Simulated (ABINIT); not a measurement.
# CuO (Cc) in ABINIT: convergence with k mesh

Aim: find how far k mesh must go before the results for CuO settle, at RPBE. This setting moves, with any that are tied to it; all else stays.

Program: ABINIT 10.8.3 (patched build). These are calculated values, not measurements. Logs are shortened: lines on timing, memory, paths and dates and some standing lists are left out, and cuts for length are marked. The log counts tension as positive stress, the text compression.

## (1) The crystal as given

The structure is monoclinic, space group Cc (No. 9). Conventional cell: a = 4.689 Å, b = 3.427 Å, c = 5.132 Å, α = 90.00°, β = 99.65°, γ = 90.00°. Cu (site symmetry 1) is surrounded by 4 O at 1.91 to 2.02 Å. O (site symmetry 1) has 4 Cu at 1.91 to 2.02 Å as nearest neighbours.

## (2) With k mesh 1 × 1 × 1

The input, run.abi:

```
# Pseudopotentials
pp_dirpath "./"
pseudos "Cu.upf, O.upf"

# Structure
acell 3*1.0
rprim
     4.4307459046    -3.2378564018     0.0000000000
     4.4307459046     3.2378564018     0.0000000000
    -1.6262036465     0.0000000000     9.5609549613
ntypat 2
znucl 29 8
natom 4
typat 1 1 2 2
xred
     0.0032000000     0.4968000000     0.0000000000
     0.4968000000     0.0032000000     0.5000000000
     0.5714000000     0.4056000000     0.2537000000
     0.4056000000     0.5714000000     0.7537000000
chkprim 0
chksymtnons 0
tolsym 1.0e-6

# Plane-wave basis
ecut 46.0

# k points
kptopt 1
ngkpt 1 1 1
nshiftk 1
shiftk 0.0 0.0 0.0

# Exchange and correlation
ixc 15

# Bands and occupations
nband 30
occopt 7
tsmear 0.00183747

# SCF cycle
nstep 100
tolvrs 1.0e-10

# Output
iomode 3
prtwf 0
prtden 0
prteig 0
prtebands 0
```

Potentials or basis: PseudoDojo NC SR PBE v0.5 standard.

The run is started by

```console
> abinit run.abi > log 2>&1
```

It took 4.6 s on 1 thread of Arm Neoverse V2, shared host; peak memory 0.07 GiB.

Results (log left out):

```yaml
Free_energy: -11216.5852 eV
Pressure: 10.4 GPa
Largest_force: 1.629 eV/Å
Band_gap_on_the_k_mesh: 0.25 eV, direct
Valence_electrons_inside_the_program's_atomic_spheres: Cu 17.28; O 6.35
```

## (3) With k mesh 2 × 2 × 1

run.abi, as its differences from that of step 2:

```diff
@@ -28,3 +28,3 @@
 kptopt 1
-ngkpt 1 1 1
+ngkpt 2 2 1
 nshiftk 1
```

Potentials or basis: PseudoDojo NC SR PBE v0.5 standard.

The run is started by

```console
> mpirun --bind-to none -np 3 abinit run.abi > log 2>&1
```

Wall time 4.8 s (3 MPI ranks of Arm Neoverse V2, shared host); peak memory 0.21 GiB.

The run converged. Its results:

```yaml
Free_energy: -11219.3895 eV
Pressure: 15.4 GPa
Largest_force: 0.599 eV/Å
Valence_electrons_inside_the_program's_atomic_spheres: Cu 17.31; O 6.25
```

## (4) With k mesh 3 × 3 × 1

run.abi, as its differences from that of step 3:

```diff
@@ -28,3 +28,3 @@
 kptopt 1
-ngkpt 2 2 1
+ngkpt 3 3 1
 nshiftk 1
```

The run is started by

```console
> mpirun --bind-to none -np 4 abinit run.abi > log 2>&1
```

Run time: 7.3 s. Hardware: 4 MPI ranks of Arm Neoverse V2, shared host; peak memory 0.28 GiB.

It converged, with:

```
Free energy                                           : -11220.2317 eV
Pressure                                              : 11.4 GPa
Largest force                                         : 0.689 eV/Å
Band gap on the k mesh                                : 0.17 eV, indirect (least direct gap 0.48 eV)
Valence electrons inside the program's atomic spheres : Cu 17.30; O 6.23
```

## (5) With k mesh 4 × 4 × 2

run.abi, as its differences from that of step 4:

```diff
@@ -28,3 +28,3 @@
 kptopt 1
-ngkpt 3 3 1
+ngkpt 4 4 2
 nshiftk 1
```

The run is started by

```console
> mpirun --bind-to none -np 4 abinit run.abi > log 2>&1
```

Wall time 21 s (4 MPI ranks of Arm Neoverse V2, shared host); peak memory 0.32 GiB.

The run converged. Its results:

- Free energy: -11220.4634 eV
- Pressure: 10.9 GPa
- Largest force: 0.796 eV/Å
- Band gap on the k mesh: none (metal or under the smearing width)
- Valence electrons inside the program's atomic spheres: Cu 17.30; O 6.22

## (6) With k mesh 5 × 5 × 3

run.abi, as its differences from that of step 5:

```diff
@@ -28,3 +28,3 @@
 kptopt 1
-ngkpt 4 4 2
+ngkpt 5 5 3
 nshiftk 1
```

Potentials or basis: PseudoDojo NC SR PBE v0.5 standard.

The run is started by

```console
> mpirun --bind-to none -np 4 abinit run.abi > log 2>&1
```

Wall time 34 s (4 MPI ranks of Arm Neoverse V2, shared host); peak memory 0.32 GiB.

It converged, with:

```
Free energy                                           : -11220.4259 eV
Pressure                                              : 11.1 GPa
Largest force                                         : 0.766 eV/Å
Band gap on the k mesh                                : none (metal or under the smearing width)
Valence electrons inside the program's atomic spheres : Cu 17.30; O 6.22
```

## (7) With k mesh 6 × 6 × 3

run.abi, as its differences from that of step 6:

```diff
@@ -28,3 +28,3 @@
 kptopt 1
-ngkpt 5 5 3
+ngkpt 6 6 3
 nshiftk 1
```

The run is started by

```console
> mpirun --bind-to none -np 4 abinit run.abi > log 2>&1
```

It took 50 s on 4 MPI ranks of Arm Neoverse V2, shared host; peak memory 0.36 GiB.

The run converged. Its results:

* Free energy: -11220.4138 eV
* Pressure: 11.1 GPa
* Largest force: 0.761 eV/Å
* Band gap on the k mesh: none (metal or under the smearing width)
* Valence electrons inside the program's atomic spheres: Cu 17.30; O 6.22

## (8) With k mesh 8 × 8 × 4

run.abi, as its differences from that of step 7:

```diff
@@ -28,3 +28,3 @@
 kptopt 1
-ngkpt 6 6 3
+ngkpt 8 8 4
 nshiftk 1
```

The run is started by

```console
> mpirun --bind-to none -np 4 abinit run.abi > log 2>&1
```

Run time: 1.8 min. Hardware: 4 MPI ranks of Arm Neoverse V2, shared host; peak memory 0.44 GiB.

It converged, with:

```
Free energy                                           : -11220.4336 eV
Pressure                                              : 11.1 GPa
Largest force                                         : 0.785 eV/Å
Band gap on the k mesh                                : none (metal or under the smearing width)
Valence electrons inside the program's atomic spheres : Cu 17.30; O 6.22
```

## (9) With k mesh 9 × 9 × 4

run.abi, as its differences from that of step 8:

```diff
@@ -28,3 +28,3 @@
 kptopt 1
-ngkpt 8 8 4
+ngkpt 9 9 4
 nshiftk 1
```

Potentials or basis: PseudoDojo NC SR PBE v0.5 standard.

The run is started by

```console
> mpirun --bind-to none -np 4 abinit run.abi > log 2>&1
```

run.abo:

```text
.Version 10.8.3 of ABINIT
 Symmetries : space group Cc (#  9); Bravais mC (1-face-center monocl.)
================================================================================
 Values of the parameters that define the memory need of the present run
     intxc =       0    ionmov =       0      iscf =       7    lmnmax =       6
     lnmax =       6     mgfft =      60  mpssoang =       3    mqgrid =    3001
     natom =       4  nloc_mem =       1    nspden =       1   nspinor =       1
    nsppol =       1      nsym =       2    n1xccc =    2501    ntypat =       2
    occopt =       7   xclevel =       2
       mpw =        4111          nfft =       77760          nkpt =          95
================================================================================
================================================================================

--------------------------------------------------------------------------------
------------- Echo of variables that govern the present computation ------------
--------------------------------------------------------------------------------
 -outvars: echo values of preprocessed input variables --------
            acell      1.0000000000E+00  1.0000000000E+00  1.0000000000E+00 Bohr
              amu      6.35460000E+01  1.59994000E+01
          chkprim           0
      chksymtnons           0
             ecut      4.60000000E+01 Hartree
                       outvar_i_n : Printing only first  50 k-points.
              ixc          15
                       outvar_i_n : Printing only first  50 k-points.
         kptrlatt        9    0    0      0    9    0      0    0    4
          kptrlen      3.87930711E+01
            natom           4
            nband          30
            ngfft          36      36      60
             nkpt          95
            nstep         100
             nsym           2
           ntypat           2
                       prtocc : prtvol=0, do not print more k-points.
           occopt           7
           prtden           0
        prtebands           0
           prteig           0
            prtwf           0
            rprim      4.4307459046E+00 -3.2378564018E+00  0.0000000000E+00
                       4.4307459046E+00  3.2378564018E+00  0.0000000000E+00
                      -1.6262036465E+00  0.0000000000E+00  9.5609549613E+00
          spgroup           9
           tolsym      1.00000000E-06
           tolvrs      1.00000000E-10
           tsmear      1.83747000E-03 Hartree
            typat      1  1  2  2
                       outvars : Printing only first  50 k-points.
           xangst      1.1723248792E+00  8.4573415058E-01  0.0000000000E+00
                       7.4204992450E-01 -8.4573415058E-01  2.5297197383E+00
                       2.0724013020E+00 -2.8408168996E-01  1.2835797952E+00
                       1.6421263472E+00  2.8408168996E-01  3.8132995335E+00
            xcart      2.2153729523E+00  1.5982059199E+00  0.0000000000E+00
                       1.4022711290E+00 -1.5982059199E+00  4.7804774807E+00
                       3.9162708837E+00 -5.3683659142E-01  2.4256142737E+00
                       3.1031690604E+00  5.3683659142E-01  7.2060917543E+00
             xred      3.2000000000E-03  4.9680000000E-01  0.0000000000E+00
                       4.9680000000E-01  3.2000000000E-03  5.0000000000E-01
                       5.7140000000E-01  4.0560000000E-01  2.5370000000E-01
                       4.0560000000E-01  5.7140000000E-01  7.5370000000E-01
            znucl       29.00000    8.00000

================================================================================

 chkinp: Checking input parameters for consistency.

================================================================================
== DATASET  1 ==================================================================

--- !DatasetInfo
iteration_state: {dtset: 1, }
[... 97 lines left out ...]
 Atom  Sphere_radius  Integrated_density
    1        2.00000         17.29717246
    2        2.00000         17.29717246
    3        2.00000          6.21828048
    4        2.00000          6.21828048
================================================================================

 ----iterations are completed or convergence reached----

 Mean square residual over all n,k,spin=   70.990E-10; max=  13.717E-06
 reduced coordinates (array xred) for    4 atoms
       0.003200000000      0.496800000000      0.000000000000
       0.496800000000      0.003200000000      0.500000000000
       0.571400000000      0.405600000000      0.253700000000
       0.405600000000      0.571400000000      0.753700000000
 rms dE/dt=  6.2503E-02; max dE/dt=  7.9164E-02; dE/dt below (all hartree)
    1       0.079163700287      0.032883745638     -0.068145591718
    2       0.032883745638      0.079163700287     -0.068145591718
    3      -0.040133844217     -0.071897222881      0.068319444429
    4      -0.071897222881     -0.040133844217      0.068319444429

 cartesian coordinates (angstrom) at end:
    1      1.17232487921274     0.84573415058266     0.00000000000000
    2      0.74204992449706    -0.84573415058266     2.52971973827878
    3      2.07240130195896    -0.28408168996476     1.28357979520265
    4      1.64212634724328     0.28408168996476     3.81329953348143

 cartesian forces (hartree/bohr) at end:
    1     -0.01264338543936     0.00714669659575     0.00498609174091
    2     -0.01264338543936    -0.00714669659575     0.00498609174091
    3      0.01264338543936     0.00490500113692    -0.00498609174091
    4      0.01264338543936    -0.00490500113692    -0.00498609174091
 frms,max,avg= 8.6078154E-03 1.2643385E-02  -9.242E-07  0.000E+00 -9.249E-06 h/b

 cartesian forces (eV/Angstrom) at end:
    1     -0.65014901963283     0.36749791482878     0.25639514611817
    2     -0.65014901963283    -0.36749791482878     0.25639514611817
    3      0.65014901963283     0.25222529960515    -0.25639514611817
    4      0.65014901963283    -0.25222529960515    -0.25639514611817
 frms,max,avg= 4.4263167E-01 6.5014902E-01  -4.752E-05  0.000E+00 -4.756E-04 e/A
 length scales=  1.000000000000  1.000000000000  1.000000000000 bohr
              =  0.529177210544  0.529177210544  0.529177210544 angstroms
 Fermi (or HOMO) energy (hartree) =   0.26336   Average Vxc (hartree)=  -0.44290
 Eigenvalues (hartree) for nkpt=  95  k points:
 kpt#   1, nband= 30, wtk=  0.00309, kpt=  0.0000  0.0000  0.0000 (reduced coord)
  -3.87088   -3.87085   -2.31239   -2.31239   -2.31120   -2.31089   -2.29566   -2.29564
  -0.46909   -0.42098   -0.03548    0.05921    0.07275    0.14079    0.14275    0.14395
   0.15462    0.16330    0.16493    0.17381    0.18113    0.18547    0.18840    0.20601
   0.27106    0.29631    0.32812    0.48781    0.56319    0.75742
      occupation numbers for kpt#   1
   2.00000    2.00000    2.00000    2.00000    2.00000    2.00000    2.00000    2.00000
   2.00000    2.00000    2.00000    2.00000    2.00000    2.00000    2.00000    2.00000
   2.00000    2.00000    2.00000    2.00000    2.00000    2.00000    2.00000    2.00000
   0.00000    0.00000    0.00000    0.00000    0.00000    0.00000
 prteigrs : prtvol=0 or 1, do not print more k-points.

--- !EnergyTerms
iteration_state     : {dtset: 1, }
comment             : Components of total free energy in Hartree
kinetic             :  1.96834474203839E+02
hartree             :  1.36005239937861E+02
xc                  : -5.51302292459872E+01
Ewald energy        : -2.48309160632619E+02
psp_core            :  1.01544233606464E+01
local_psp           : -3.79616253371825E+02
non_local_psp       : -7.22818362695019E+01
internal            : -4.12343342017586E+02
'-kT*entropy'       : -8.02116412818774E-05
total_energy        : -4.12343422229227E+02
total_energy_eV     : -1.12204361282691E+04
band_energy         : -4.06370442720017E+01
...

 Cartesian components of stress tensor (hartree/bohr^3)
  sigma(1 1)= -3.76320071E-04  sigma(3 2)=  0.00000000E+00
  sigma(2 2)= -3.79050924E-04  sigma(3 1)=  7.08023150E-05
  sigma(3 3)= -3.72863154E-04  sigma(2 1)=  0.00000000E+00

-Cartesian components of stress tensor (GPa)         [Pressure=  1.1065E+01 GPa]
- sigma(1 1)= -1.10717187E+01  sigma(3 2)=  0.00000000E+00
- sigma(2 2)= -1.11520632E+01  sigma(3 1)=  2.08307602E+00
- sigma(3 3)= -1.09700127E+01  sigma(2 1)=  0.00000000E+00

== END DATASET(S) ==============================================================
================================================================================

 -outvars: echo values of variables after computation  --------
            acell      1.0000000000E+00  1.0000000000E+00  1.0000000000E+00 Bohr
           etotal     -4.1234342223E+02
            fcart     -1.2643385439E-02  7.1466965958E-03  4.9860917409E-03
                      -1.2643385439E-02 -7.1466965958E-03  4.9860917409E-03
                       1.2643385439E-02  4.9050011369E-03 -4.9860917409E-03
                       1.2643385439E-02 -4.9050011369E-03 -4.9860917409E-03
            rprim      4.4307459046E+00 -3.2378564018E+00  0.0000000000E+00
                       4.4307459046E+00  3.2378564018E+00  0.0000000000E+00
                      -1.6262036465E+00  0.0000000000E+00  9.5609549613E+00
           strten     -3.7632007108E-04 -3.7905092423E-04 -3.7286315395E-04
                       0.0000000000E+00  7.0802314989E-05  0.0000000000E+00
           xangst      1.1723248792E+00  8.4573415058E-01  0.0000000000E+00
                       7.4204992450E-01 -8.4573415058E-01  2.5297197383E+00
                       2.0724013020E+00 -2.8408168996E-01  1.2835797952E+00
                       1.6421263472E+00  2.8408168996E-01  3.8132995335E+00
             xred      3.2000000000E-03  4.9680000000E-01  0.0000000000E+00
                       4.9680000000E-01  3.2000000000E-03  5.0000000000E-01
                       5.7140000000E-01  4.0560000000E-01  2.5370000000E-01
                       4.0560000000E-01  5.7140000000E-01  7.5370000000E-01
 Calculation completed.
```

Wall time 2.2 min (4 MPI ranks of Arm Neoverse V2, shared host); peak memory 0.48 GiB.

Results:

| Item | Value |
| --- | --- |
| Free energy | -11220.4361 eV |
| Pressure | 11.1 GPa |
| Largest force | 0.790 eV/Å |
| Band gap on the k mesh | none (metal or under the smearing width) |
| Valence electrons inside the program's atomic spheres | Cu 17.30; O 6.22 |

## (10) Summary

| k mesh | energy less the tightest run, at zero smearing (meV/atom) | pressure (GPa) | largest force (eV/Å) | gap on the mesh (eV) | SCF cycles | CPU time (s) |
| --- | --- | --- | --- | --- | --- | --- |
| 1 × 1 × 1 | 962.48 | 10.43 | 1.629 | 0.253 | 15 | 4.6 |
| 2 × 2 × 1 | 263.40 | 15.39 | 0.599 | - | 15 | 14 |
| 3 × 3 × 1 | 50.93 | 11.42 | 0.689 | 0.167 | 14 | 29 |
| 4 × 4 × 2 | -6.48 | 10.90 | 0.796 | 0.000 | 14 | 83 |
| 5 × 5 × 3 | 2.89 | 11.09 | 0.766 | 0.000 | 14 | 140 |
| 6 × 6 × 3 | 5.71 | 11.14 | 0.761 | 0.000 | 14 | 200 |
| 8 × 8 × 4 | 0.69 | 11.09 | 0.785 | 0.000 | 14 | 430 |
| 9 × 9 × 4 | 0.00 | 11.06 | 0.790 | 0.000 | 14 | 530 |

Against the tightest run, the energy stays within 1 meV/atom from 8 × 8 × 4 on; the pressure stays within 0.1 GPa from 5 × 5 × 3 on; the gap on the mesh stays within 0.01 eV from 4 × 4 × 2 on. Not settled before the last step: the largest force (to 0.005 eV/Å). Meshes of other sizes hit other points, so gaps and Fermi surfaces needn't settle smoothly. The tightest run that finished is the yardstick and may itself not be fully converged.

Caveats: the potentials were made for another functional, which shifts forces and pressure; the run has no spin polarisation, though such a crystal can be magnetic; semilocal functionals often make such compounds metallic where correlation or magnetic order opens a gap, which also shifts bond lengths.
